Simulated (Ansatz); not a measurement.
# ZnAu (database structure): how the settings move a relaxation

How sensitive is a relaxation of ZnAu (database structure) to its settings? A reference run comes first, then four runs with altered input.

Program: Ansatz 0.2.0. Level of theory: reference: DFT r2SCAN, plane waves, PAW, scalar-relativistic, no spin polarisation. These are calculated values, not measurements.

### 1 The system as given

It takes space group Pm-3m (No. 221, cubic). The conventional cell has a = 3.166 Å, b = 3.166 Å, c = 3.166 Å, α = 90.00°, β = 90.00°, γ = 90.00°. Au (site symmetry m-3m) is surrounded by 8 Zn at 2.74 Å. Zn (site symmetry m-3m) is surrounded by 8 Au at 2.74 Å.

Coordinates:

```
CELL_PARAMETERS angstrom
3.16621 0.00000 0.00000
0.00000 3.16621 0.00000
0.00000 0.00000 3.16621
ATOMIC_POSITIONS crystal
Au 0.00000 0.00000 0.00000
Zn 0.50000 0.50000 0.50000
```

### 2 The reference run

File input.yaml:

```yaml
crystal:
  lattice:
    - [3.16620527, 0.0, 0.0]
    - [0.0, 3.16620527, 0.0]
    - [0.0, 0.0, 3.16620527]
  atoms:
    - { symbol: Au, position: [0.0, 0.0, 0.0] }
    - { symbol: Zn, position: [0.5, 0.5, 0.5] }
  symmetry: { tolerance: 0.0003 }
kpoints:
  mp_grid: { grid: [6, 6, 6], shift: [0, 0, 0] }
magnetization:
  spin_polarized: false
scf:
  occupations: { method: fermi_dirac }
hamiltonian:
  pseudopotentials: { kind: paw }
  xc: r2scan
basis:
  ecutwfc: 500
output:
  forces: true
  stress: true
  eigenvalues: true
relax:
  max_steps: 40
  cell: {}
```

On the command line:

```bash
$ ansatz run input.yaml --threads 1 --pin off --max-ram 2560MiB --backend cpu --events-out ev --progress --plain --runs-dir out
```

The program printed, shortened:

```text
Warning: RAYON_NUM_THREADS=1 ignored (pool sized by the plan → 1); use --threads N
[...]
Pseudopotentials: kind: paw
Pseudopotential: Au, paw, valence charge 19, recommended cutoff 500 eV (meta_gga), Au.paw.azcp
Pseudopotential: Zn, paw, valence charge 12, recommended cutoff 500 eV (meta_gga), Zn.paw.azcp
Functional definition: r2SCAN
[...]
Crystal: 2 atoms, lattice volume = 31.741 Å³
Basis set: ecut = 500 eV, 799 PW (Γ), exchange–correlation on 96×96×96 points (64 copies of the dense FFT grid, shifted against one another)
Bands: 20, of which v1, the nominal top of the filled ones, is band 16 counted from 1 (15 counted from 0)
Symmetry: 48 space group operations
Space group: Pm-3m (ITA 221), of the structure as read, at distance tolerance 9.5e-4 Å
k-points: 20 of 216
[...]
SCF iter   1: F=—  HF=-16489.597281 eV  |F-HF|=—  |Δ(HF+E_count)|=         —  Δρ=1.83e-2  dr2=7.21e-2  dr2_τ=8.76e-3  ethr=1.77e-3  ⟨swp⟩=5.1  Hψ=1683  notcnv=0
[...]
relax step   1: F+E_penalty+E_count = -16489.58379812 eV  Δ(F+E_penalty+E_count) = +0.000e0 eV  max|allowed force component| = 6.285e-29 eV/Å  Δτ_max = 0.0000 Å  P = -1.979 GPa  Ω = 31.741 Å³  (7 SCF iters, dr2 threshold 1.00e-7 eV, accepted)
[...]
SCF converged after 5 iterations
Free energy (F): -16489.586884 eV
[...]
E sigma→0 (E₀):  -16489.573514 eV
Entropy (-TS):   -0.026742 eV (-13.371 meV/atom)
Fermi energy:    16.968958 eV
[...]
--- Forces (eV/Å), atoms counted from 1 ---
  atom   1  Au    -0.00000000     0.00000000     0.00000000
  atom   2  Zn    -0.00000000     0.00000000     0.00000000
[...]
--- Stress (GPa, compression-positive) ---
       -0.001151       0.000000       0.000000
        0.000000      -0.001151      -0.000000
        0.000000      -0.000000      -0.001151
  P = ⅓ Tr σ = -0.0012 GPa (-0.012 kbar)
--- Band table (eV; the first three rows and the last of 20) ---
  k-point 0: bands = ["-91.5626", "-42.3878", "-42.3878", "-42.3878", "5.8894", "8.4026", "8.4026", "9.1097", "9.1097", "9.1097", "11.1301", "11.1301", "12.8724", "12.8724", "12.8724", "22.1397", "22.1397", "22.1397", "26.3200", "29.3745"]
[...]
--- Relaxed structure (4 steps of the walk, 4 accepted, 2 SCFs on fresh bases) ---
  F+E_penalty+E_count = -16489.58688447 eV   max|allowed force component| = 1.578e-30 eV/Å   (the final SCF, on the basis selected at the relaxed cell)
  cell:  # Å, volume = 31.2517 Å³
    - [3.1498584317727425, 5.115751414778596e-34, 2.547844822262281e-34]
    - [1.0251564599811223e-33, 3.1498584317727425, 0.0]
    - [7.04168135916583e-34, 0.0, 3.1498584317727425]
  atoms:
    - { symbol: Au, position: [-5.068975266796784e-34, 4.055180213436334e-35, -2.0275901067178931e-35] }
    - { symbol: Zn, position: [0.5, 0.5, 0.5] }
```

Wall time 15 s (1 thread of Arm Neoverse V1, shared host); peak memory 0.36 GiB.

### 3 Changing settings: hubbard.sites [{species: Au, l: d, u_eff: 5.0}], hubbard.double_counting fll

Changes to input.yaml since step 2:

```diff
@@ -18,2 +18,3 @@
   xc: r2scan
+  hubbard: { sites: [{ species: Au, l: d, u_eff: 5.0 }], double_counting: fll }
 basis:
```

On the command line:

```bash
$ ansatz run input.yaml --threads 1 --pin off --max-ram 2560MiB --backend cpu --events-out ev --progress --plain --runs-dir out
```

The program printed, shortened:

```text
Warning: RAYON_NUM_THREADS=1 ignored (pool sized by the plan → 1); use --threads N
Au: projections on atomic orbitals take those of the free atom [Kr 4d10 4f14] 5s2 5p6 5d10 6s1, of charge +0.00 (hamiltonian.pseudopotentials.projection_atoms); the dataset's partial waves leave at most 9.9e-5 of an orbital's norm unspanned inside its sphere
Zn: projections on atomic orbitals take those of the free atom [Ar] 3d10 4s2, of charge +0.00 (hamiltonian.pseudopotentials.projection_atoms); the dataset's partial waves leave at most 6.8e-7 of an orbital's norm unspanned inside its sphere
[...]
[... 4 set-up lines as earlier in the session ...]
[...]
Crystal: 2 atoms, lattice volume = 31.741 Å³
[...]
       -0.004062      -0.000000      -0.000000
       -0.000000      -0.004062       0.000000
       -0.000000       0.000000      -0.004062
  P = ⅓ Tr σ = -0.0041 GPa (-0.041 kbar)
--- Band table (eV; the first three rows and the last of 20) ---
  k-point 0: bands = ["-91.2925", "-42.1544", "-42.1544", "-42.1544", "5.7897", "7.3049", "7.3049", "8.5533", "8.5533", "8.5533", "9.5106", "9.5106", "10.7466", "10.7466", "10.7466", "21.8784", "21.8784", "21.8784", "25.9204", "29.0695"]
[...]
Occupation matrices written to <dir>
--- Relaxed structure (3 steps of the walk, 3 accepted, 1 SCFs on fresh bases) ---
  F+E_penalty+E_count = -16489.14337239 eV   max|allowed force component| = 3.221e-30 eV/Å   (the final SCF, on the basis selected at the relaxed cell)
  cell:  # Å, volume = 31.6122 Å³
    - [3.161926599687584, 6.419766481290786e-35, -6.419766481290786e-35]
    - [6.419766481290786e-35, 3.161926599687584, 0.0]
    - [-3.209883240645393e-35, 0.0, 3.161926599687584]
  atoms:
    - { symbol: Au, position: [-8.617257953551103e-35, -3.0413851600739586e-35, -5.0689752667584274e-36] }
    - { symbol: Zn, position: [0.5, 0.5, 0.5] }
```

Wall time 12 s (1 thread of Arm Neoverse V1, shared host); peak memory 0.37 GiB.

Changing the Hubbard U moves the energy by +221.8 meV/atom, and the final volume goes from 31.25 to 31.61 Å³. The U term adds an energy of its own, so the shift says nothing about which run is better. Cost: 24 SCF cycles against 37.

### 4 Variant: occupations.method cold, occupations.width 0.01

Changes to input.yaml since step 2:

```diff
@@ -14,3 +14,3 @@
 scf:
-  occupations: { method: fermi_dirac }
+  occupations: { method: cold, width: 0.01 }
 hamiltonian:
```

On the command line:

```bash
$ ansatz run input.yaml --threads 1 --pin off --max-ram 2560MiB --backend cpu --events-out ev --progress --plain --runs-dir out
```

The program printed, shortened:

```text
Warning: RAYON_NUM_THREADS=1 ignored (pool sized by the plan → 1); use --threads N
[...]
[... 4 set-up lines as earlier in the session ...]
[...]
Crystal: 2 atoms, lattice volume = 31.741 Å³
Basis set: ecut = 500 eV, 799 PW (Γ), exchange–correlation on 96×96×96 points (64 copies of the dense FFT grid, shifted against one another)
Bands: 20, of which v1, the nominal top of the filled ones, is band 16 counted from 1 (15 counted from 0)
[... 2 set-up lines as earlier in the session ...]
k-points: 20 of 216
[...]
--- Stress (GPa, compression-positive) ---
       -0.016674       0.000000       0.000000
        0.000000      -0.016674       0.000000
        0.000000       0.000000      -0.016674
  P = ⅓ Tr σ = -0.0167 GPa (-0.167 kbar)
--- Band table (eV; the first three rows and the last of 20) ---
  k-point 0: bands = ["-91.4820", "-42.3058", "-42.3058", "-42.3058", "5.9502", "8.4854", "8.4854", "9.2061", "9.2061", "9.2061", "11.2177", "11.2177", "12.9695", "12.9695", "12.9695", "22.2672", "22.2672", "22.2672", "26.5167", "29.5212"]
[...]
--- Relaxed structure (2 steps of the walk, 2 accepted, 1 SCFs on fresh bases) ---
  F+E_penalty+E_count = -16489.56269299 eV   max|allowed force component| = 1.381e-30 eV/Å   (the final SCF, on the basis selected at the relaxed cell)
  cell:  # Å, volume = 31.0824 Å³
    - [3.144159920312053, -6.419766481290786e-35, 2.5679065925163143e-34]
    - [-6.419766481290786e-35, 3.144159920312053, 0.0]
    - [0.0, 0.0, 3.144159920312053]
  atoms:
    - { symbol: Au, position: [-2.027590106718124e-35, 4.055180213436248e-35, 2.027590106718124e-35] }
    - { symbol: Zn, position: [0.5, 0.5, 0.5] }
```

Run time: 8.1 s. Hardware: 1 thread of Arm Neoverse V1, shared host; peak memory 0.36 GiB.

Changing the smearing moves the energy by +5.4 meV/atom (σ→0 values), and the final volume goes from 31.25 to 31.08 Å³. Cost: 21 SCF cycles against 37, 8.1 s against 15 s.

### 5 Changing settings: occupations.method cold, occupations.width 0.1, hubbard.sites [{species: Au, l: d, u_eff: 6.0}], hubbard.double_counting fll

Changes to input.yaml since step 2:

```diff
@@ -14,3 +14,3 @@
 scf:
-  occupations: { method: fermi_dirac }
+  occupations: { method: cold, width: 0.1 }
 hamiltonian:
@@ -18,2 +18,3 @@
   xc: r2scan
+  hubbard: { sites: [{ species: Au, l: d, u_eff: 6.0 }], double_counting: fll }
 basis:
```

On the command line:

```bash
$ ansatz run input.yaml --threads 1 --pin off --max-ram 2560MiB --backend cpu --events-out ev --progress --plain --runs-dir out
```

The program printed, shortened:

```text
Warning: RAYON_NUM_THREADS=1 ignored (pool sized by the plan → 1); use --threads N
Au: projections on atomic orbitals take those of the free atom [Kr 4d10 4f14] 5s2 5p6 5d10 6s1, of charge +0.00 (hamiltonian.pseudopotentials.projection_atoms); the dataset's partial waves leave at most 9.9e-5 of an orbital's norm unspanned inside its sphere
Zn: projections on atomic orbitals take those of the free atom [Ar] 3d10 4s2, of charge +0.00 (hamiltonian.pseudopotentials.projection_atoms); the dataset's partial waves leave at most 6.8e-7 of an orbital's norm unspanned inside its sphere
[...]
[... 4 set-up lines as earlier in the session ...]
[...]
Crystal: 2 atoms, lattice volume = 31.741 Å³
[...]
       -0.000604       0.000000      -0.000000
        0.000000      -0.000604      -0.000000
       -0.000000      -0.000000      -0.000604
  P = ⅓ Tr σ = -0.0006 GPa (-0.006 kbar)
--- Band table (eV; the first three rows and the last of 20) ---
  k-point 0: bands = ["-91.2703", "-42.1387", "-42.1387", "-42.1387", "5.7571", "6.9649", "6.9649", "8.3855", "8.3855", "8.3855", "9.2673", "9.2673", "10.3285", "10.3285", "10.3285", "21.8022", "21.8022", "21.8022", "25.8032", "28.9794"]
[...]
Occupation matrices written to <dir>
--- Relaxed structure (3 steps of the walk, 3 accepted, 1 SCFs on fresh bases) ---
  F+E_penalty+E_count = -16489.05424851 eV   max|allowed force component| = 1.315e-30 eV/Å   (the final SCF, on the basis selected at the relaxed cell)
  cell:  # Å, volume = 31.7182 Å³
    - [3.1654567030961784, -6.419766481290786e-35, 0.0]
    - [-6.419766481290786e-35, 3.1654567030961784, 3.209883240645393e-35]
    - [0.0, 3.209883240645393e-35, 3.1654567030961784]
  atoms:
    - { symbol: Au, position: [-4.562077740123156e-35, 6.33621908349529e-36, 2.5344876333999604e-36] }
    - { symbol: Zn, position: [0.5, 0.5, 0.5] }
```

It took 12 s on 1 thread of Arm Neoverse V1, shared host; peak memory 0.37 GiB.

Changing the smearing and Hubbard U moves the energy by +260.6 meV/atom (σ→0 values), and the final volume goes from 31.25 to 31.72 Å³. The U term adds an energy of its own, so the shift says nothing about which run is better. Cost: 22 SCF cycles against 37.

### 6 Variant: hubbard.sites [{species: Au, l: d, u_eff: 2.0}], hubbard.double_counting fll, dispersion d3bj

Changes to input.yaml since step 2:

```diff
@@ -18,2 +18,4 @@
   xc: r2scan
+  hubbard: { sites: [{ species: Au, l: d, u_eff: 2.0 }], double_counting: fll }
+  dispersion: d3bj
 basis:
```

On the command line:

```bash
$ ansatz run input.yaml --threads 1 --pin off --max-ram 2560MiB --backend cpu --events-out ev --progress --plain --runs-dir out
```

The program printed, shortened:

```text
Warning: the engine holds no damping parameters fitted to this dispersion correction and functional, so the run takes those fitted to r2scan beside the three-body term, which d3bj leaves out (hamiltonian.dispersion, under Limitations)
Warning: RAYON_NUM_THREADS=1 ignored (pool sized by the plan → 1); use --threads N
Au: projections on atomic orbitals take those of the free atom [Kr 4d10 4f14] 5s2 5p6 5d10 6s1, of charge +0.00 (hamiltonian.pseudopotentials.projection_atoms); the dataset's partial waves leave at most 9.9e-5 of an orbital's norm unspanned inside its sphere
Zn: projections on atomic orbitals take those of the free atom [Ar] 3d10 4s2, of charge +0.00 (hamiltonian.pseudopotentials.projection_atoms); the dataset's partial waves leave at most 6.8e-7 of an orbital's norm unspanned inside its sphere
[...]
[... 3 set-up lines as earlier in the session ...]
[...]
--- Stress (GPa, compression-positive) ---
       -0.023188       0.000000       0.000000
        0.000000      -0.023188      -0.000000
        0.000000      -0.000000      -0.023188
  P = ⅓ Tr σ = -0.0232 GPa (-0.232 kbar)
--- Band table (eV; the first three rows and the last of 20) ---
  k-point 0: bands = ["-91.0533", "-41.8946", "-41.8946", "-41.8946", "6.1061", "8.3910", "8.3910", "9.3083", "9.3083", "9.3083", "10.7909", "10.7909", "12.4380", "12.4380", "12.4380", "22.5255", "22.5255", "22.5255", "26.8920", "29.8558"]
[...]
Occupation matrices written to <dir>
--- Relaxed structure (4 steps of the walk, 4 accepted, 1 SCFs on fresh bases) ---
  F+E_penalty+E_count = -16489.91049604 eV   max|allowed force component| = 1.381e-30 eV/Å   (the final SCF, on the basis selected at the relaxed cell)
  cell:  # Å, volume = 30.7571 Å³
    - [3.1331531843717078, 1.0271626370065257e-33, -5.135813185032629e-34]
    - [7.703719777548942e-34, 3.1331531843717078, 2.5679065925163143e-34]
    - [-7.7037197775489426e-34, 2.5679065925163143e-34, 3.1331531843717078]
  atoms:
    - { symbol: Au, position: [1.51272389249899e-48, 6.488288341497961e-34, 8.110360426872638e-35] }
    - { symbol: Zn, position: [0.5, 0.5, 0.5] }
```

It took 15 s on 1 thread of Arm Neoverse V1, shared host; peak memory 0.37 GiB.

Changing the Hubbard U and dispersion term moves the energy by -161.8 meV/atom, and the final volume goes from 31.25 to 30.76 Å³. The U term adds an energy of its own, so the shift says nothing about which run is better. The dispersion term itself accounts for -262.7 meV/atom of it. Its damping parameters are borrowed, as the log notes. Cost: 35 SCF cycles against 37.

### 7 Side by side

| run | ending | energy change | pressure (GPa) | gap (eV) | force (eV/Å) | cycles | time |
| --- | --- | --- | --- | --- | --- | --- | --- |
| reference | converged | 0 | 0.0 | 0.00 | 0.00 | 37 | 15 s |
| 1: hubbard.sites [{species: Au, l: d, u_eff: 5.0}], hubbard.double_counting fll | converged | +221.8 meV/atom (U changed: no physical gain or loss) | 0.0 | 0.00 | 0.00 | 24 | 12 s |
| 2: occupations.method cold, occupations.width 0.01 | converged | +5.4 meV/atom (σ→0) | 0.0 | 0.00 | 0.00 | 21 | 8.1 s |
| 3: occupations.method cold, occupations.width 0.1, hubbard.sites [{species: Au, l: d, u_eff: 6.0}], hubbard.double_counting fll | converged | +260.6 meV/atom (σ→0) (U changed: no physical gain or loss) | 0.0 | 0.00 | 0.00 | 22 | 12 s |
| 4: hubbard.sites [{species: Au, l: d, u_eff: 2.0}], hubbard.double_counting fll, dispersion d3bj | converged | -161.8 meV/atom (U changed: no physical gain or loss) (offset of the dispersion model) | 0.0 | 0.00 | 0.00 | 35 | 15 s |

What this shows: «occupations.method cold, occupations.width 0.01» moves the energy by +5.4 meV/atom. A changed U is a change of model: its shifts are not errors of convergence.

The reference is no final answer either: it is run without spin, though an odd electron count or open d shells could carry moments; its mesh is coarse for a cell with so small a gap or none.
